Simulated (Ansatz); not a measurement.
Base system: LaAlO$_{3}$ in the cubic perovskite structure (space group Pm-3m, No. 221; a = 3.8124 Å).

Level of theory: Kohn–Sham DFT with the PBE functional, run in Ansatz (a quantum-chemistry and plane-wave program) with PAW and 420 eV plane waves, scalar-relativistic without spin-orbit coupling.

Carriers are added at fixed cell with a uniform background; the Fermi–Dirac width is that of 300 K.

One change was made to it. Results:

The gap between the host's bands grows by 0.08 eV, from 3.50 eV to 3.58 eV; the Fermi level relative to the doped band's edge (positive inside the band; to 0.05 eV) comes out as +0.80 eV; the gap character remains indirect, R → Γ.

**Question.** Which change produced these results?
A. electrons 7.0×10^21 cm⁻³
B. holes 1.0×10^22 cm⁻³
C. electrons 1.0×10^22 cm⁻³
D. electrons 5.0×10^21 cm⁻³

**Answer.** D, electrons 5.0×10^21 cm⁻³. For comparison, the gap between the host's bands in the other runs: electrons 7.0×10^21 cm⁻³ gives 3.63 eV; electrons 1.0×10^22 cm⁻³ gives 3.69 eV; holes 1.0×10^22 cm⁻³ gives 3.96 eV.

Charged cell with a jellium background: band edges are those of the host's band count, energies are not comparable with the neutral cell, and many-body gap narrowing is missing. No phonon test of stability was made. Many cubic perovskites are stable only at high temperature; tilts and polar distortions were not tested.
